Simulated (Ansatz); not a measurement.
# H: from a trial structure to a relaxed crystal

Method: DFT PBEsol, scalar-relativistic, plane waves, PAW (Ansatz 0.2.0). Cutoff 420 eV, Γ-centred k mesh, Gaussian smearing, no spin polarisation in the final step.

H was placed on the fcc structure type (Fm-3m, No. 225), at a guessed volume.

```yaml
crystal:
  lattice:
    - [0.00000, 1.72066, 1.72066]
    - [1.72066, 0.00000, 1.72066]
    - [1.72066, 1.72066, 0.00000]
  atoms:
    - { symbol: H, position: [0.00000, 0.00000, 0.00000] }
```

Cell and atoms relax at zero pressure; the relaxation can't lower the symmetry of the start. After a coarse first stage the cell is made exact in the group found at 0.06 Å.

Energies count from the standard state of H at the same level (the diatomic molecule).

(1) Describe the relaxed structure.

(2) What are its volume, energy, density and gap?

Answers

(1) It keeps Fm-3m (No. 225). The result has the fcc structure. Conventional cell: a = 2.268 Å. H has 12 H at 1.60 Å.

Space group Fm-3m (No. 225). a = 2.268 Å, b = 2.268 Å, c = 2.268 Å, α = 90.00°, β = 90.00°, γ = 90.00°
```csv
atom,site,symmetry,x,y,z
H,4a,m-3m,0.0000,0.0000,0.0000
```

(2) The volume per atom is 2.92 Å³, the density is 0.57 g/cm³ and the energy over the standard structure is 1.03 eV/atom. The gap on the 42×42×42 mesh is 0 eV (a metal).

The final run used a 42×42×42 mesh on its 1-atom cell and 0.10 eV smearing. For metals, differences of a few meV/atom aren't resolved. A later test with randomly moved atoms lowered the energy by 1037 meV/atom on a coarse mesh, so it isn't stable against such moves and is likely a saddle point held by symmetry.